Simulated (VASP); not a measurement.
# Ti (Im-3m) in VASP: further runs

One crystal, Ti, is run at these levels: PBE+TS+U, LMBJ; tasks: single point.

All numbers are computed with VASP 6.6.1; they aren't measurements. Logs are shortened: lines on timing, memory, paths and dates and some standing lists are left out, and cuts for length are marked.

### 1 Starting point

It takes space group Im-3m (No. 229, cubic). The conventional cell has a = 3.282 Å, b = 3.282 Å, c = 3.282 Å, α = 90.00°, β = 90.00°, γ = 90.00°. Ti (site symmetry m-3m) has 8 Ti at 2.84 Å as nearest neighbours.

This isn't the form of Ti at room conditions, which is hcp.

### 2 Single point, PBE+TS+U

INCAR reads:

```
PREC = Accurate ; ENCUT = 520
EDIFF = 1E-6 ; ISMEAR = -1
SIGMA = 0.02 ; LREAL = False
LASPH = True ; NELM = 80
ALGO = Normal ; ISIF = 2
LWAVE = False ; LCHARG = False
LMAXMIX = 4 ; LDAU = True
LDAUTYPE = 2 ; LDAUL = 2
LDAUU = 7 ; LDAUJ = 0
LDAUPRINT = 1 ; GGA = PE
IVDW = 2
```

KPOINTS reads:

```
Automatic mesh
0
Gamma
  11 11 11
```

POSCAR reads:

```
Ti
1.0
   -1.6410000000      1.6410000000      1.6410000000
    1.6410000000     -1.6410000000      1.6410000000
    1.6410000000      1.6410000000     -1.6410000000
Ti
1
Cartesian
    0.0000000000      0.0000000000      0.0000000000
```

Potentials or basis: VASP PAW PBE potentials, release 64 (Ti_sv).

The run is started by

```bash
> cat potpaw_PBE.64/Ti_sv/POTCAR > POTCAR
> mpirun -np 1 vasp_std > vasp.out
```

OUTCAR:

```text
PREC = Accurate
   ENCUT = 520
   EDIFF = 1E-6
   ISMEAR = -1
   LREAL = False
   LASPH = True
   NELM = 80
   ISIF = 2
   GGA = PE
   IVDW = 2
  IVDW =   2

 ion  position               nearest neighbor table
   1  0.000  0.000  0.000-

  LATTYP: Found a body centered cubic cell.
 ALAT       =     3.2820000000

  Lattice vectors:

 A1 = (  -1.6410000000,   1.6410000000,   1.6410000000)
 A2 = (   1.6410000000,  -1.6410000000,   1.6410000000)
 A3 = (   1.6410000000,   1.6410000000,  -1.6410000000)

Analysis of symmetry for initial positions (statically):
=====================================================================
 Subroutine PRICEL returns:
 Original cell was already a primitive cell.

 Routine SETGRP: Setting up the symmetry group for a
 body centered cubic supercell.

 Subroutine GETGRP returns: Found 48 space group operations
 (whereof 48 operations were pure point group operations)
 out of a pool of 48 trial point group operations.

The static configuration has the point symmetry O_h .

Analysis of symmetry for dynamics (positions and initial velocities):
=====================================================================
 Subroutine PRICEL returns:
 Original cell was already a primitive cell.

 Routine SETGRP: Setting up the symmetry group for a
 body centered cubic supercell.

 Subroutine GETGRP returns: Found 48 space group operations
 (whereof 48 operations were pure point group operations)
 out of a pool of 48 trial point group operations.

The dynamic configuration has the point symmetry O_h .

 Subroutine INISYM returns: Found 48 space group operations
 (whereof 48 operations are pure point group operations),
 and found     1 'primitive' translations

----------------------------------------------------------------------------------------

                                     Primitive cell

  volume of cell :      17.6761

  direct lattice vectors                    reciprocal lattice vectors
    -1.641000000  1.641000000  1.641000000     0.000000000  0.304692261  0.304692261
     1.641000000 -1.641000000  1.641000000     0.304692261  0.000000000  0.304692261
     1.641000000  1.641000000 -1.641000000     0.304692261  0.304692261  0.000000000

  length of vectors
     2.842295375  2.842295375  2.842295375     0.430899928  0.430899928  0.430899928

  position of ions in fractional coordinates (direct lattice)
     0.000000000  0.000000000  0.000000000

  ion indices of the primitive-cell ions
   primitive index   ion index
                 1           1

----------------------------------------------------------------------------------------

 KPOINTS: Automatic mesh

Automatic generation of k-mesh.
 Grid dimensions read from file:
 generate k-points for:   11   11   11

 Generating k-lattice:

  Cartesian coordinates                     Fractional coordinates (reciprocal lattice)
     0.000000000  0.027699296  0.027699296     0.090909091  0.000000000  0.000000000
     0.027699296  0.000000000  0.027699296     0.000000000  0.090909091  0.000000000
     0.027699296  0.027699296  0.000000000     0.000000000  0.000000000  0.090909091

  Length of vectors
     0.039172721  0.039172721  0.039172721

  Shift w.r.t. Gamma in fractional coordinates (k-lattice)
     0.000000000  0.000000000  0.000000000

 Subroutine IBZKPT returns following result:
 ===========================================

 Found     56 irreducible k-points:

 Following reciprocal coordinates:
            Coordinates               Weight
  0.000000  0.000000  0.000000      1.000000
  0.090909  0.000000  0.000000     12.000000
  0.181818  0.000000  0.000000     12.000000
  0.272727  0.000000  0.000000     12.000000
  0.363636  0.000000  0.000000     12.000000
  0.454545  0.000000  0.000000     12.000000
[... 16 lines left out ...]
  0.272727  0.181818  0.090909     48.000000
  0.363636  0.181818  0.090909     24.000000
 [... further k-points ...]
   k-points           NKPTS =     56   k-points in BZ     NKDIM =     56   number of bands    NBANDS=     10
   number of dos      NEDOS =    301   number of ions     NIONS =      1
   total plane-waves  NPLWV =  13824
   dimension x,y,z NGX =    24 NGY =   24 NGZ =   24
   dimension x,y,z NGXF=    48 NGYF=   48 NGZF=   48
   ions per type =               1
   NGX,Y,Z   is equivalent  to a cutoff of  14.04, 14.04, 14.04 a.u.
   NGXF,Y,Z  is equivalent  to a cutoff of  28.08, 28.08, 28.08 a.u.
 SYSTEM =  unknown system
   PREC   = accura    normal or accurate (medium, high low for compatibility)
   ISTART =      0    job   : 0-new  1-cont  2-samecut
   ICHARG =      2    charge: 1-file 2-atom 10-const
   ISPIN  =      1    spin polarized calculation?
   LNONCOLLINEAR =      F non collinear calculations
   LSORBIT =      F    spin-orbit coupling
   LASPH  =      T    aspherical Exc in radial PAW
   ENCUT  =  520.0 eV  38.22 Ry    6.18 a.u.   5.28  5.28  5.28*2*pi/ulx,y,z
   NELM   =     80;   NELMIN=  2; NELMDL= -5     # of ELM steps
   EDIFF  = 0.1E-05   stopping-criterion for ELM
   LREAL  =      F    real-space projection
   EDIFFG = 0.1E-04   stopping-criterion for IOM
   NSW    =      0    number of steps for IOM
   IBRION =     -1    ionic relax: 0-MD 1-quasi-New 2-CG
   NFREE  =      0    steps in history (QN), initial steepest desc. (CG)
   ISIF   =      2    stress and relaxation
   ISYM   =      2    0-nonsym 1-usesym 2-fastsym
   POTIM  = 0.5000    time-step for ionic-motion
   TEBEG  =    0.0;   TEEND  =   0.0 temperature during run
   PSTRESS=    0.0 pullay stress
   NELECT =      12.0000    total number of electrons
   NUPDOWN=      -1.0000    fix difference up-down
   EMIN   =  10.00;   EMAX   =-10.00  energy-range for DOS
   EFERMI =   0.00;   METHOD = LEGACY
   ISMEAR =    -1;   SIGMA  =   0.02  broadening in eV -4-tet -1-fermi 0-gaus
   EFERMI_NEDOS =   21; number of points for ismear=-14 and -15
   IALGO  =     38    algorithm
   IMIX   =      4    mixing-type and parameters
     AMIX     =   0.40;   BMIX     =  1.00
     AMIX_MAG =   1.60;   BMIX_MAG =  1.00
  volume/ion in A,a.u.               =      17.68       119.28
  Fermi-wavevector in a.u.,A,eV,Ry     =   1.438821  2.718977 28.166848  2.070205
  Thomas-Fermi vector in A             =   2.557745
   LORBIT       =      0    0 simple, 1 ext, 2 COOP (PROOUT), +10 PAW based schemes
 LDA+U is selected, type is set to LDAUTYPE =  2
   angular momentum for each species LDAUL =     2
   U (eV)           for each species LDAUU =   7.0
   J (eV)           for each species LDAUJ =   0.0
   GGA     = PE    functional components
   LHFCALC =     F    Hartree Fock is set to
   AEXX    =    0.0000 exact exchange contribution
   IVDW    =     2    specifies the selected vdW correction
   LEPSILON=     F    determine dielectric tensor
   LRPA    =     F    only Hartree local field effects (RPA)
 non-spin polarized calculation
  energy-cutoff  :      520.00
  volume of cell :       17.68
 maximum number of plane-waves:       486
 NGX is ok and might be reduce to    24
   NGX = 11   NGY = 11   NGZ = 11

 number of electron      12.0000001 magnetization

 Free energy of the ion-electron system (eV)
  ---------------------------------------------------
  ext. energy  EPLUGINS =         0.00000000
  ---------------------------------------------------
  free energy    TOTEN  =        -4.45692744 eV

  energy without entropy =       -4.45542397  energy(sigma->0) =       -4.45617571

atom =   1  type =  1  l = 2

 onsite density matrix

spin component  1

  0.1401 -0.0000 -0.0000 -0.0000 -0.0000
 -0.0000  0.1401 -0.0000 -0.0000 -0.0000
 -0.0000 -0.0000  0.1777  0.0000 -0.0000
 -0.0000 -0.0000  0.0000  0.1401 -0.0000
 -0.0000 -0.0000 -0.0000 -0.0000  0.1777

spin component  2

  0.1401 -0.0000 -0.0000 -0.0000 -0.0000
 -0.0000  0.1401 -0.0000 -0.0000 -0.0000
 -0.0000 -0.0000  0.1777  0.0000 -0.0000
 -0.0000 -0.0000  0.0000  0.1401 -0.0000
 -0.0000 -0.0000 -0.0000 -0.0000  0.1777

 occupancies and eigenvectors

  o =  0.1401  v =  1.0000  0.0000  0.0000  0.0000  0.0000  0.0000  0.0000  0.0000  0.0000  0.0000      0.0000  0.0000  0.0000  0.0000  0.0000  0.0000  0.0000  0.0000  0.0000  0.0000
  o =  0.1401  v =  0.0000  0.0000  0.0000  0.0000  0.0000  1.0000  0.0000  0.0000  0.0000  0.0000      0.0000  0.0000  0.0000  0.0000  0.0000  0.0000  0.0000  0.0000  0.0000  0.0000
  o =  0.1401  v =  0.0000  0.9690  0.0000  0.2472  0.0000  0.0000  0.0000  0.0000  0.0000  0.0000      0.0000  0.0000  0.0000  0.0000  0.0000  0.0000  0.0000  0.0000  0.0000  0.0000
  o =  0.1401  v =  0.0000  0.0000  0.0000  0.0000  0.0000  0.0000  0.9690  0.0000  0.2472  0.0000      0.0000  0.0000  0.0000  0.0000  0.0000  0.0000  0.0000  0.0000  0.0000  0.0000
  o =  0.1401  v =  0.0000  0.2472 -0.0000 -0.9690  0.0000  0.0000  0.0000  0.0000  0.0000  0.0000      0.0000  0.0000  0.0000  0.0000  0.0000  0.0000  0.0000  0.0000  0.0000  0.0000
  o =  0.1401  v =  0.0000  0.0000  0.0000  0.0000  0.0000  0.0000  0.2472 -0.0000 -0.9690  0.0000      0.0000  0.0000  0.0000  0.0000  0.0000  0.0000  0.0000  0.0000  0.0000  0.0000
  o =  0.1777  v =  0.0000  0.0000 -0.2108 -0.0000 -0.9775  0.0000  0.0000  0.0000  0.0000  0.0000      0.0000  0.0000  0.0000  0.0000  0.0000  0.0000  0.0000  0.0000  0.0000  0.0000
  o =  0.1777  v =  0.0000  0.0000  0.0000  0.0000  0.0000  0.0000  0.0000 -0.2108 -0.0000 -0.9775      0.0000  0.0000  0.0000  0.0000  0.0000  0.0000  0.0000  0.0000  0.0000  0.0000
  o =  0.1777  v =  0.0000  0.0000  0.0000  0.0000  0.0000  0.0000  0.0000 -0.9775  0.0000  0.2108      0.0000  0.0000  0.0000  0.0000  0.0000  0.0000  0.0000  0.0000  0.0000  0.0000
  o =  0.1777  v =  0.0000  0.0000 -0.9775  0.0000  0.2108  0.0000  0.0000  0.0000  0.0000  0.0000      0.0000  0.0000  0.0000  0.0000  0.0000  0.0000  0.0000  0.0000  0.0000  0.0000

 number of electron      12.0000001 magnetization

 Free energy of the ion-electron system (eV)
  ---------------------------------------------------
  ext. energy  EPLUGINS =         0.00000000
  ---------------------------------------------------
  free energy    TOTEN  =        -2.68571863 eV

  energy without entropy =       -2.68375048  energy(sigma->0) =       -2.68473455

 E-fermi :   8.8115     XC(G=0): -11.5496

 val. band max:        8.7957188903   @ k =   0.4545   0.0000   0.0000
 cond. band min:       8.8468867253   @ k =   0.3636   0.0000   0.0000
 fundamental gap:      0.0511678350
 Fermi energy:         8.8114922055

 k-point     1 :       0.0000    0.0000    0.0000
  band No.  band energies     occupation
      1     -50.0355      2.00000
      2     -25.8408      2.00000
      3     -25.8408      2.00000
      4     -25.8408      2.00000
      5       1.9318      2.00000
      6      10.1770      0.00000
      7      10.1770      0.00000
      8      10.1770      0.00000
      9      11.6412      0.00000
     10      11.6412      0.00000

 k-point     2 :       0.0909    0.0000    0.0000
  band No.  band energies     occupation
      1     -50.0267      2.00000
      2     -25.8885      2.00000
      3     -25.8558      2.00000
      4     -25.8410      2.00000
      5       2.2055      2.00000
      6      10.0462      0.00000
      7      10.1165      0.00000
      8      10.3678      0.00000
      9      11.5035      0.00000
     10      11.6478      0.00000

 k-point     3 :       0.1818    0.0000    0.0000
  band No.  band energies     occupation
      1     -50.0028      2.00000
      2     -26.0147      2.00000
      3     -25.8957      2.00000
      4     -25.8416      2.00000
      5       2.9861      2.00000
      6       9.7151      0.00000
      7       9.7982      0.00000
      8      10.9148      0.00000
      9      11.3637      0.00000
     10      11.6811      0.00000
[... 248 lines left out ...]
 k-point    23 :       0.2727    0.1818    0.0909
  band No.  band energies     occupation
      1     -49.9233      2.00000
      2     -26.3141      2.00000
      3     -26.0603      2.00000
      4     -25.9282      2.00000
      5       6.8387      2.00000
      6       8.2859      2.00000
      7       8.5228      2.00000
      8      11.8122      0.00000
      9      11.9973      0.00000
     10      14.3152      0.00000

 k-point    24 :       0.3636    0.1818    0.0909
  band No.  band energies     occupation
      1     -49.9170      2.00000
      2     -26.3151      2.00000
      3     -26.0991      2.00000
      4     -25.9318      2.00000
      5       7.2369      2.00000
      6       8.3610      2.00000
      7       8.3987      2.00000
      8      11.8622      0.00000
      9      12.0256      0.00000
     10      14.9128      0.00000

 [... further k-points ...]

------------------------ aborting loop because EDIFF is reached ----------------------------------------

  Hirshfeld charges:
            ion         q(e)
   ------------------------------
      1     Ti       0.00000000

  Tkatchenko/Scheffler method for vdW energy calculation

  Number of pair interactions contributing to vdW energy:   29626

  Edisp (eV):   -1.10315

  FORCE on cell =-STRESS in cart. coord.  units (eV):
  Direction    XX          YY          ZZ          XY          YZ          ZX
  --------------------------------------------------------------------------------------
  -------------------------------------------------------------------------------------
  Total       0.51395     0.51395     0.51395    -0.00000    -0.00000    -0.00000
  in kB      46.58508    46.58508    46.58508    -0.00000    -0.00000    -0.00000
  external pressure =       46.59 kB  Pullay stress =        0.00 kB

 VOLUME and BASIS-vectors are now :
 -----------------------------------------------------------------------------
  energy-cutoff  :      520.00
  volume of cell :       17.68
      direct lattice vectors                 reciprocal lattice vectors
    -1.641000000  1.641000000  1.641000000     0.000000000  0.304692261  0.304692261
     1.641000000 -1.641000000  1.641000000     0.304692261  0.000000000  0.304692261
     1.641000000  1.641000000 -1.641000000     0.304692261  0.304692261  0.000000000

 POSITION                                       TOTAL-FORCE (eV/Angst)
 -----------------------------------------------------------------------------------
      0.00000      0.00000      0.00000        -0.000000      0.000000      0.000000
 -----------------------------------------------------------------------------------
    total drift:                                0.000000      0.000000      0.000000

  FREE ENERGIE OF THE ION-ELECTRON SYSTEM (eV)
  ---------------------------------------------------
  free  energy   TOTEN  =        -3.7888673607 eV

  energy  without entropy=       -3.7868992036  energy(sigma->0) =       -3.78788328
```

Run time: 15 s. Hardware: 1 thread of Intel Xeon Platinum 8259CL at 2.50GHz (Skylake/Cascade Lake), shared host; peak memory 0.14 GiB.

Results:

- Free energy: -3.7889 eV
- Pressure: 4.7 GPa
- Band gap on the k mesh: none (metal or under the smearing width)
- Dispersion energy per atom: -1.103 eV

Eigenvalues of the final occupation matrices:
| site | spin | trace | eigenvalues |
| --- | --- | --- | --- |
| site 1 d | 1 | 0.78 | 0.14 0.14 0.14 0.18 0.18 |
| site 1 d | 2 | 0.78 | 0.14 0.14 0.14 0.18 0.18 |

Caveat: atom-pairwise D2, TS and ULG terms overbind metals; U without spin polarisation on a metal has little footing; pairwise dispersion overbinds metals, which lowers pressure and volume; the U is typed as a test and isn't derived for this compound.

### 3 Single point, LMBJ

POSCAR reads:

```
Ti
2.8423
   -0.577349329768      0.577349329768      0.577349329768
    0.577349329768     -0.577349329768      0.577349329768
    0.577349329768      0.577349329768     -0.577349329768
Ti
1
Direct
    0.0000000000      0.0000000000      0.0000000000
```

INCAR.step1 reads:

```
SYSTEM = Ti
PREC = Accurate
ENCUT = 600
EDIFF = 1E-5
ISMEAR = 0
SIGMA = 0.1
LREAL = On
LASPH = .True.
NELM = 100
ALGO = Normal
ISIF = 2
LWAVE = .True.
LCHARG = .False.
NBANDS = 12
LMAXMIX = 4
GGA = PE
```

INCAR.step2 reads:

```
SYSTEM = Ti
PREC = Accurate
ENCUT = 600
EDIFF = 1E-6
ISMEAR = 0
SIGMA = 0.1
LREAL = On
LASPH = .True.
NELM = 100
ALGO = Normal
ISIF = 2
LWAVE = .False.
LCHARG = .False.
METAGGA = LMBJ
NBANDS = 12
LMAXMIX = 4
ISTART = 1
```

KPOINTS reads:

```
Automatic mesh
0
Gamma
  11 11 11
  0 0 0
```

Potentials or basis: VASP PAW PBE potentials, release 64 (Ti_sv_GW).

The run is started by

```bash
> cat potpaw_PBE.64/Ti_sv_GW/POTCAR > POTCAR
> cp INCAR.step1 INCAR
> mpirun -np 1 vasp_std > vasp.out
> cp INCAR.step2 INCAR
> mpirun -np 1 vasp_std > vasp.out
```

Run time: 75 s. Hardware: 1 thread of Intel Xeon Platinum 8259CL at 2.50GHz (Skylake/Cascade Lake), shared host; peak memory 0.15 GiB.

These settings aren't checked as converged: the numbers below hold their error.

What came out:

```yaml
Band_gap_on_the_k_mesh: none (metal or under the smearing width)
```

Caveat: the PAW data sets were made with another functional, which shifts forces and pressure a little.
